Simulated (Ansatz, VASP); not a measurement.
One calculation of AlRu, two programs

Contents of INCAR:

```
SYSTEM = AlRu
PREC = Accurate ; ENCUT = 520
EDIFF = 1E-7 ; ISMEAR = 0
SIGMA = 0.1 ; LREAL = .FALSE.
LASPH = .TRUE. ; NELM = 60
ALGO = Normal ; ISIF = 2
LWAVE = .FALSE. ; LCHARG = .TRUE.
GGA = PS ; LELF = .TRUE.
LVHAR = .TRUE. ; NBANDS = 16
```

File KPOINTS:

```
regular mesh
0
G
  14 14 14
  0 0 0
```

Contents of POSCAR:

```
AlRu
1.0
    3.0347835810      0.0000000000      0.0000000000
    0.0000000000      3.0347835810      0.0000000000
    0.0000000000      0.0000000000      3.0347835810
Al Ru
1 1
Direct
    0.0000000000      0.0000000000      0.0000000000
    0.5000000000      0.5000000000      0.5000000000
```

Input for Ansatz:

```yaml
crystal:
  lattice:
    - [3.034783581, 0.0, 0.0]
    - [0.0, 3.034783581, 0.0]
    - [0.0, 0.0, 3.034783581]
  atoms:
    - { symbol: Al, position: [0.0, 0.0, 0.0] }
    - { symbol: Ru, position: [0.5, 0.5, 0.5] }
basis:
  ecutwfc: 420
kpoints:
  mp_grid: { grid: [14, 14, 14] }
hamiltonian:
  xc: pbesol
scf:
  occupations: { method: gaussian, width: 0.1 }
output:
  forces: true
  stress: true
  eigenvalues: true
```

Alike in both runs: task single point; functional PBEsol; k mesh 14 × 14 × 14; occupations gaussian, width 0.1 eV; no spin polarisation.

```csv
,VASP,Ansatz
version,VASP 6.6.1,Ansatz 0.2.0
potentials or method,"VASP PAW PBE potentials, release 64 (Al, Ru_pv)","scalar-relativistic, plane waves, PAW"
plane-wave cutoff (eV),520,420
valence electrons in the cell,17,19
```

Ansatz gave:

- gap on the k mesh at the Fermi level (eV): none
- pressure (GPa): -11.3

Problem. What did VASP give for the same quantities?

Solution. gap on the k mesh at the Fermi level (eV): none; pressure (GPa): -11.2.

A gap of «none» marks a metal or a gap that the smearing closes. With one functional, cell and mesh, what is left measures potentials, basis and numerics. The two sets of potentials don't hold the same shells in valence.

Caveats: the PAW data sets were made with another functional, which shifts forces and pressure a little (VASP).
